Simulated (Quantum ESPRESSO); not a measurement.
# PbSe (Clausthalite) (Fm-3m) in Quantum ESPRESSO: settings compared

The runs below take PbSe (Clausthalite) through band structure, with LDA, PBEsol, PBE, RPBE.

All numbers are computed with Quantum ESPRESSO 7.5; they aren't measurements. Logs are shortened: lines on timing, memory, paths and dates and some standing lists are left out, and cuts for length are marked.

**The experiment to reproduce.**

From a printed reference work, monograph, for a bulk crystal of PbSe: band gap 0.28 eV (direct) at 300 K; band gap 0.15 eV (direct) at 4.2 K.

How close the calculation comes is told below.

### Step 1. The crystal as given

It takes space group Fm-3m (No. 225, cubic). The conventional cell has a = 6.121 Å, b = 6.121 Å, c = 6.121 Å, α = 90.00°, β = 90.00°, γ = 90.00°. Pb (site symmetry m-3m) is surrounded by 6 Se at 3.06 Å. Se (site symmetry m-3m) has 6 Pb at 3.06 Å as nearest neighbours.

### Step 2. Band structure, LDA

pw.in

```
&CONTROL
  calculation = 'scf'
  prefix = 'pwscf'
  outdir = './tmp'
  pseudo_dir = './pseudo'
  tprnfor = .true.
  tstress = .true.
  disk_io = 'low'
/
&SYSTEM
  ibrav = 0
  A = 4.32841274
  nat = 2
  ntyp = 2
  ecutwfc = 70
  nbnd = 16
  input_dft = 'pz'
  occupations = 'smearing'
  smearing = 'fd'
  degauss = 0.00367493
/
&ELECTRONS
  conv_thr = 4d-10
  electron_maxstep = 120
  mixing_beta = 0.5
/
ATOMIC_SPECIES
Pb   207.2000 Pb_ONCV_PBE-1.2.upf
Se    78.9710 Se_ONCV_PBE-1.2.upf
CELL_PARAMETERS alat
   0.0000000000    0.7071067811    0.7071067811
   0.7071067811    0.0000000000    0.7071067811
   0.7071067811    0.7071067811    0.0000000000
ATOMIC_POSITIONS alat
Pb     0.0000000000    0.0000000000    0.0000000000
Se     0.7071067811    0.7071067811    0.7071067811
K_POINTS automatic
8 8 8 0 0 0
```

bands.in

```
&CONTROL
  calculation = 'bands'
  prefix = 'pwscf'
  outdir = './tmp'
  pseudo_dir = './pseudo'
  disk_io = 'low'
  verbosity = 'high'
/
&SYSTEM
  ibrav = 0
  A = 4.32841274
  nat = 2
  ntyp = 2
  ecutwfc = 70
  nbnd = 16
  input_dft = 'pz'
  occupations = 'smearing'
  smearing = 'fd'
  degauss = 0.00367493
/
&ELECTRONS
  conv_thr = 1d-08
  electron_maxstep = 120
  mixing_beta = 0.5
  diago_full_acc = .true.
  startingwfc = 'random'
/
ATOMIC_SPECIES
Pb   207.2000 Pb_ONCV_PBE-1.2.upf
Se    78.9710 Se_ONCV_PBE-1.2.upf
CELL_PARAMETERS alat
   0.0000000000    0.7071067811    0.7071067811
   0.7071067811    0.0000000000    0.7071067811
   0.7071067811    0.7071067811    0.0000000000
ATOMIC_POSITIONS alat
Pb     0.0000000000    0.0000000000    0.0000000000
Se     0.7071067811    0.7071067811    0.7071067811
K_POINTS crystal
60
 0.0000000000  0.0000000000  0.0000000000 1
 0.0625000000  0.0000000000  0.0625000000 1
 0.1250000000  0.0000000000  0.1250000000 1
 0.1875000000  0.0000000000  0.1875000000 1
 0.2500000000  0.0000000000  0.2500000000 1
 0.3125000000  0.0000000000  0.3125000000 1
 0.3750000000  0.0000000000  0.3750000000 1
 0.4375000000  0.0000000000  0.4375000000 1
 0.5000000000  0.0000000000  0.5000000000 1
 0.5000000000  0.0625000000  0.5625000000 1
 0.5000000000  0.1250000000  0.6250000000 1
 0.5000000000  0.1875000000  0.6875000000 1
 0.5000000000  0.2500000000  0.7500000000 1
 0.4375000000  0.3125000000  0.7500000000 1
 0.3750000000  0.3750000000  0.7500000000 1
 0.3375000000  0.3375000000  0.6750000000 1
 0.3000000000  0.3000000000  0.6000000000 1
 0.2625000000  0.2625000000  0.5250000000 1
 0.2250000000  0.2250000000  0.4500000000 1
 0.1875000000  0.1875000000  0.3750000000 1
 0.1500000000  0.1500000000  0.3000000000 1
 0.1125000000  0.1125000000  0.2250000000 1
 0.0750000000  0.0750000000  0.1500000000 1
 0.0375000000  0.0375000000  0.0750000000 1
 0.0000000000  0.0000000000  0.0000000000 1
 0.0625000000  0.0625000000  0.0625000000 1
 0.1250000000  0.1250000000  0.1250000000 1
 0.1875000000  0.1875000000  0.1875000000 1
 0.2500000000  0.2500000000  0.2500000000 1
 0.3125000000  0.3125000000  0.3125000000 1
 0.3750000000  0.3750000000  0.3750000000 1
 0.4375000000  0.4375000000  0.4375000000 1
 0.5000000000  0.5000000000  0.5000000000 1
 0.5250000000  0.4500000000  0.5250000000 1
 0.5500000000  0.4000000000  0.5500000000 1
 0.5750000000  0.3500000000  0.5750000000 1
 0.6000000000  0.3000000000  0.6000000000 1
 0.6250000000  0.2500000000  0.6250000000 1
 0.5833333333  0.2500000000  0.6666666667 1
 0.5416666667  0.2500000000  0.7083333333 1
 0.5000000000  0.2500000000  0.7500000000 1
 0.5000000000  0.2857142857  0.7142857143 1
 0.5000000000  0.3214285714  0.6785714286 1
 0.5000000000  0.3571428571  0.6428571429 1
 0.5000000000  0.3928571429  0.6071428571 1
 0.5000000000  0.4285714286  0.5714285714 1
 0.5000000000  0.4642857143  0.5357142857 1
 0.5000000000  0.5000000000  0.5000000000 1
 0.4821428571  0.4821428571  0.5357142857 1
 0.4642857143  0.4642857143  0.5714285714 1
 0.4464285714  0.4464285714  0.6071428571 1
 0.4285714286  0.4285714286  0.6428571429 1
 0.4107142857  0.4107142857  0.6785714286 1
 0.3928571429  0.3928571429  0.7142857143 1
 0.3750000000  0.3750000000  0.7500000000 1
 0.6250000000  0.2500000000  0.6250000000 1
 0.5937500000  0.1875000000  0.5937500000 1
 0.5625000000  0.1250000000  0.5625000000 1
 0.5312500000  0.0625000000  0.5312500000 1
 0.5000000000  0.0000000000  0.5000000000 1
```

Potentials or basis: SG15 PBE 1.2.

The run is started by

```bash
> OMP_NUM_THREADS=1 pw.x -in pw.in > pw.out
> OMP_NUM_THREADS=1 pw.x -in bands.in > bands.out
```

pw.out:

```text
This program is part of the open-source Quantum ESPRESSO suite
     for quantum simulation of materials; please cite
         "P. Giannozzi et al., J. Phys.:Condens. Matter 21 395502 (2009);
         "P. Giannozzi et al., J. Phys.:Condens. Matter 29 465901 (2017);
         "P. Giannozzi et al., J. Chem. Phys. 152 154105 (2020);
     in publications or presentations arising from this work. More details at

     IMPORTANT: XC functional enforced from input :
     Exchange-correlation= PZ
                           (   1   1   0   0   0   0   0)
     Any further DFT definition will be discarded
     Please, verify this is what you really want

     Message from routine setup:
     using ibrav=0 with symmetry is DISCOURAGED, use correct ibrav instead

     G-vector sticks info
     --------------------
     sticks:   dense  smooth     PW     G-vecs:    dense   smooth      PW
     Sum        1285    1285    379                30731    30731    4909

     Using Slab Decomposition

     bravais-lattice index     =            0
     lattice parameter (alat)  =       8.1795  a.u.
     unit-cell volume          =     386.9614 (a.u.)^3
     number of atoms/cell      =            2
     number of atomic types    =            2
     number of electrons       =        20.00
     number of Kohn-Sham states=           16
     kinetic-energy cutoff     =      70.0000  Ry
     charge density cutoff     =     280.0000  Ry
     scf convergence threshold =      4.0E-10
     mixing beta               =       0.5000
     number of iterations used =            8  plain     mixing
     Exchange-correlation= PZ
                           (   1   1   0   0   0   0   0)

     celldm(1)=   8.179515  celldm(2)=   0.000000  celldm(3)=   0.000000
     celldm(4)=   0.000000  celldm(5)=   0.000000  celldm(6)=   0.000000

     crystal axes: (cart. coord. in units of alat)
               a(1) = (   0.000000   0.707107   0.707107 )
               a(2) = (   0.707107   0.000000   0.707107 )
               a(3) = (   0.707107   0.707107   0.000000 )

     reciprocal axes: (cart. coord. in units 2 pi/alat)
               b(1) = ( -0.707107  0.707107  0.707107 )
               b(2) = (  0.707107 -0.707107  0.707107 )
               b(3) = (  0.707107  0.707107 -0.707107 )

     PseudoPot. # 1 for Pb read from file:
     Pb_ONCV_PBE-1.2.upf
     Pseudo is Norm-conserving, Zval = 14.0
     Generated using ONCVPSP code by D. R. Hamann
     Using radial grid of  602 points,  8 beta functions with:
                l(1) =   0
                l(2) =   0
                l(3) =   1
                l(4) =   1
                l(5) =   2
                l(6) =   2
                l(7) =   3
                l(8) =   3

     PseudoPot. # 2 for Se read from file:
     Se_ONCV_PBE-1.2.upf
     Pseudo is Norm-conserving, Zval =  6.0
     Generated using ONCVPSP code by D. R. Hamann
     Using radial grid of  602 points,  6 beta functions with:
                l(1) =   0
                l(2) =   0
                l(3) =   1
                l(4) =   1
                l(5) =   2
                l(6) =   2

     atomic species   valence    mass     pseudopotential
     Pb               14.00   207.20000     Pb( 1.00)
     Se                6.00    78.97100     Se( 1.00)

     48 Sym. Ops., with inversion, found

   Cartesian axes

     site n.     atom                  positions (alat units)
         1        Pb     tau(   1) = (   0.0000000   0.0000000   0.0000000  )
         2        Se     tau(   2) = (   0.7071068   0.7071068   0.7071068  )

     number of k points=    29  Fermi-Dirac smearing, width (Ry)=  0.0037
                       cart. coord. in units 2pi/alat
        k(    1) = (   0.0000000   0.0000000   0.0000000), wk =   0.0039062
        k(    2) = (   0.0883883   0.0883883  -0.0883883), wk =   0.0312500
        k(    3) = (   0.1767767   0.1767767  -0.1767767), wk =   0.0312500
        k(    4) = (   0.2651650   0.2651650  -0.2651650), wk =   0.0312500
        k(    5) = (  -0.3535534  -0.3535534   0.3535534), wk =   0.0156250
        k(    6) = (   0.1767767   0.0000000   0.0000000), wk =   0.0234375
[... 21 lines left out ...]
        k(   28) = (  -0.7071068   0.1767767   0.0000000), wk =   0.0468750
        k(   29) = (  -0.7071068   0.3535534   0.0000000), wk =   0.0234375

     Dense  grid:    30731 G-vectors     FFT dimensions: (  45,  45,  45)

     Initial potential from superposition of free atoms

     starting charge      19.8800, renormalised to      20.0000
     Starting wfcs are random

     Self-consistent Calculation

     iteration #  1     ecut=    70.00 Ry     beta= 0.50
     Davidson diagonalization with overlap
     ethr =  1.00E-02,  avg # of iterations =  8.3

     Threshold (ethr) on eigenvalues was too large:
     Diagonalizing with lowered threshold

     Davidson diagonalization with overlap
     ethr =  3.57E-04,  avg # of iterations =  3.5

     total energy              =    -131.60192245 Ry
     estimated scf accuracy    <       0.06499018 Ry

     iteration #  2     ecut=    70.00 Ry     beta= 0.50
     Davidson diagonalization with overlap
     ethr =  3.25E-04,  avg # of iterations =  2.3
[... 36 lines left out ...]
     total energy              =    -131.62059976 Ry
     estimated scf accuracy    <          4.8E-10 Ry

     iteration #  8     ecut=    70.00 Ry     beta= 0.50
     Davidson diagonalization with overlap
     ethr =  2.40E-12,  avg # of iterations =  2.1

     End of self-consistent calculation

          k = 0.0000 0.0000 0.0000 (  3839 PWs)   bands (ev):

    -7.9100  -7.9100  -7.9051  -7.9051  -7.9051  -5.0431   2.2363   6.6773
     6.6773   6.6773  13.1177  13.1177  13.1177  14.9468  14.9468  14.9468

          k = 0.0884 0.0884-0.0884 (  3786 PWs)   bands (ev):

    -7.9133  -7.9133  -7.9045  -7.9004  -7.9004  -4.9221   1.8359   6.7208
     6.7208   6.9531  12.0645  12.4445  12.4445  14.7335  15.2902  15.2902

          k = 0.1768 0.1768-0.1768 (  3813 PWs)   bands (ev):
[... 6 lines left out ...]
    -7.9320  -7.9320  -7.9027  -7.8751  -7.8751  -4.1636   0.0756   7.0247
     7.0247   8.0424   9.4394  10.4252  10.4252  15.8748  17.4650  17.4650

          k =-0.3536-0.3536 0.3536 (  3828 PWs)   bands (ev):

    -7.9359  -7.9359  -7.9025  -7.8699  -7.8699  -3.9409  -0.3142   7.1201
     7.1201   8.6037   8.6599  10.0775  10.0775  16.9435  18.5950  18.6359

          k = 0.1768 0.0000 0.0000 (  3811 PWs)   bands (ev):

    -7.9214  -7.9080  -7.9069  -7.8983  -7.8983  -4.8794   1.7816   6.4441
     6.4441   7.4872  11.0486  12.9820  12.9820  13.9801  15.9426  15.9426

          k = 0.2652 0.0884-0.0884 (  3818 PWs)   bands (ev):

    -7.9359  -7.9105  -7.9082  -7.8906  -7.8863  -4.6109   1.1915   6.3174
     6.3833   7.7850  10.1365  12.2595  12.4730  13.9995  16.4623  16.8433

          k = 0.3536 0.1768-0.1768 (  3817 PWs)   bands (ev):
[... 11 lines left out ...]
    -7.9446  -7.9314  -7.8991  -7.8754  -7.8743  -3.9656  -0.0461   5.8824
     7.0373   8.0111   9.3427  10.3219  11.7880  16.1365  17.2955  18.2481

          k =-0.0884-0.2652 0.2652 (  3813 PWs)   bands (ev):

    -7.9305  -7.9275  -7.9015  -7.8866  -7.8804  -4.3507   0.6036   5.8623
     7.1981   8.1435   9.5880  10.5107  12.3223  15.2900  16.0377  17.8878

          k = 0.0000-0.1768 0.1768 (  3829 PWs)   bands (ev):

    -7.9200  -7.9174  -7.9043  -7.8974  -7.8902  -4.7271   1.3555   6.1824
     7.0332   7.5632  10.7713  11.3545  12.6916  14.9411  15.3355  16.4331

          k = 0.3536 0.0000 0.0000 (  3831 PWs)   bands (ev):

    -7.9650  -7.9152  -7.8996  -7.8814  -7.8814  -4.4143   1.1505   5.9236
     5.9236   6.8990  10.8457  12.9388  13.1957  13.1957  17.9460  18.0356

          k = 0.4419 0.0884-0.0884 (  3839 PWs)   bands (ev):

    -7.9889  -7.9149  -7.9022  -7.8742  -7.8700  -4.0715   0.7650   5.5818
     5.7939   6.1069  11.6515  12.5355  12.9223  13.5569  18.4388  18.8815

          k =-0.1768-0.5303 0.5303 (  3844 PWs)   bands (ev):

    -7.9944  -7.9110  -7.9065  -7.8742  -7.8648  -3.7549   0.2889   4.8906
     5.9661   6.3629  11.3676  12.1215  12.9186  14.3250  18.5503  19.1796

          k =-0.0884-0.4419 0.4419 (  3832 PWs)   bands (ev):

    -7.9798  -7.9199  -7.8942  -7.8814  -7.8696  -3.7113   0.0946   4.6396
     6.4085   6.9607  10.6468  11.2597  13.1368  15.8573  17.2945  17.6287

          k = 0.0000-0.3536 0.3536 (  3803 PWs)   bands (ev):

    -7.9536  -7.9259  -7.8936  -7.8824  -7.8795  -3.9886   0.2684   4.9823
     6.9622   7.7781   9.8149  10.5791  12.9042  16.4233  16.5225  17.9391

          k = 0.5303 0.0000-0.0000 (  3840 PWs)   bands (ev):

    -8.0269  -7.9223  -7.8922  -7.8637  -7.8637  -3.8284   0.9651   4.6150
     5.4551   5.4551  12.2992  13.1976  13.7475  13.7475  19.0811  19.1967

          k =-0.0884-0.6187 0.6187 (  3844 PWs)   bands (ev):

    -8.0386  -7.9197  -7.8950  -7.8618  -7.8593  -3.6074   0.8368   3.8901
     5.4543   5.5709  12.2853  13.4586  13.5702  14.1529  19.8013  19.9127

          k =-0.0000-0.5303 0.5303 (  3851 PWs)   bands (ev):

    -8.0188  -7.9078  -7.9055  -7.8700  -7.8628  -3.5554   0.4570   3.8945
     5.7949   6.1144  11.8524  12.4632  13.9236  14.2235  18.5472  18.7135

          k =-0.7071 0.0000 0.0000 (  3860 PWs)   bands (ev):

    -8.0568  -7.9252  -7.8892  -7.8562  -7.8562  -3.5416   1.1277   3.4794
     5.2739   5.2739  12.0857  14.0665  14.0665  14.5378  19.8346  20.0793

          k = 0.3536 0.1768-0.0000 (  3818 PWs)   bands (ev):

    -7.9552  -7.9123  -7.9079  -7.8819  -7.8786  -4.2986   0.7631   5.6164
     6.5720   7.3320  10.3668  11.5682  12.6670  14.3752  17.3120  17.9704

          k =-0.2652-0.4419 0.6187 (  3827 PWs)   bands (ev):
[... 16 lines left out ...]
    -8.0106  -7.9101  -7.9026  -7.8783  -7.8600  -3.5847   0.4011   4.2649
     4.9317   7.1977  10.8164  12.8679  13.5323  14.9862  17.2336  20.0386

          k =-0.0000-0.3536 0.5303 (  3823 PWs)   bands (ev):

    -7.9932  -7.9166  -7.8912  -7.8881  -7.8643  -3.6511   0.2603   4.4493
     5.2690   7.7409  10.0595  12.4948  13.2741  16.1433  16.2081  19.0611

          k =-0.7071 0.1768 0.0000 (  3832 PWs)   bands (ev):

    -8.0379  -7.9157  -7.8982  -7.8668  -7.8562  -3.5277   0.7700   3.6880
     4.9328   6.2913  12.2703  12.5347  14.2042  14.5768  18.5355  20.0619

          k =-0.7071 0.3536 0.0000 (  3852 PWs)   bands (ev):

    -8.0157  -7.9105  -7.8918  -7.8918  -7.8562  -3.5131   0.4806   4.2493
     4.2493   7.8057  10.2676  13.4157  13.4157  16.1462  16.1462  20.2592

     the Fermi energy is     8.6318 ev

!    total energy              =    -131.62059976 Ry
     estimated scf accuracy    <          7.3E-11 Ry
     smearing contrib. (-TS)   =      -0.00007548 Ry
     internal energy E=F+TS    =    -131.62052429 Ry

     The total energy is F=E-TS. E is the sum of the following terms:
     one-electron contribution =     -31.74370893 Ry
     hartree contribution      =      25.73354471 Ry
     xc contribution           =     -17.82955638 Ry
     ewald contribution        =    -107.78080369 Ry

     convergence has been achieved in   8 iterations

     Forces acting on atoms (cartesian axes, Ry/au):

     atom    1 type  1   force =     0.00000000    0.00000000   -0.00000000
     atom    2 type  2   force =    -0.00000000   -0.00000000    0.00000000

     Total force =     0.000000     Total SCF correction =     0.000000

     Computing stress (Cartesian axis) and pressure

          total   stress  (Ry/bohr**3)                   (kbar)     P=      -16.72
  -0.00011364  -0.00000000  -0.00000000          -16.72       -0.00       -0.00
  -0.00000000  -0.00011364  -0.00000000           -0.00      -16.72       -0.00
  -0.00000000  -0.00000000  -0.00011364           -0.00       -0.00      -16.72

=------------------------------------------------------------------------------=
   JOB DONE.
=------------------------------------------------------------------------------=
```

Wall time 80 s (1 thread of Arm Neoverse V2, shared host); peak memory 0.09 GiB.

What came out:

* Free energy: -1790.7895 eV
* Pressure: -1.7 GPa
* Band gap on the k mesh: 0.06 eV, direct
* Band gap along the path: 0.06 eV, direct

Levels at the corners of the path, in eV from the valence-band top:
| point | band 7 | band 8 | band 9 | band 10 | band 11 | band 12 | band 13 | band 14 |
| --- | --- | --- | --- | --- | --- | --- | --- | --- |
| Γ | -6.37 | -1.93 | -1.93 | -1.93 | 4.51 | 4.51 | 4.51 | 6.34 |
| X | -7.48 | -5.12 | -3.33 | -3.33 | 3.48 | 5.46 | 5.46 | 5.93 |
| W | -8.12 | -4.35 | -4.35 | -0.80 | 1.66 | 4.81 | 4.81 | 7.54 |
| K | -8.15 | -4.71 | -2.81 | -2.49 | 3.25 | 3.86 | 5.32 | 5.62 |
| Γ | -6.37 | -1.93 | -1.93 | -1.93 | 4.51 | 4.51 | 4.51 | 6.34 |
| L | -8.92 | -1.48 | -1.48 | 0.00 | 0.06 | 1.47 | 1.47 | 8.34 |
| U | -8.15 | -4.71 | -2.81 | -2.49 | 3.25 | 3.86 | 5.32 | 5.62 |
| W | -8.12 | -4.35 | -4.35 | -0.80 | 1.66 | 4.81 | 4.81 | 7.54 |
| L | -8.92 | -1.48 | -1.48 | 0.00 | 0.06 | 1.47 | 1.47 | 8.34 |
| K | -8.15 | -4.71 | -2.81 | -2.49 | 3.25 | 3.86 | 5.32 | 5.62 |
| U | -8.15 | -4.71 | -2.81 | -2.49 | 3.25 | 3.86 | 5.32 | 5.62 |
| X | -7.48 | -5.12 | -3.33 | -3.33 | 3.48 | 5.46 | 5.46 | 5.93 |

Caveat: the potentials were made for another functional, which shifts forces and pressure; spin-orbit coupling is left out, which as a rule narrows the gap of such compounds by several tenths of an eV.

(Part 1 of 4 ends here.)
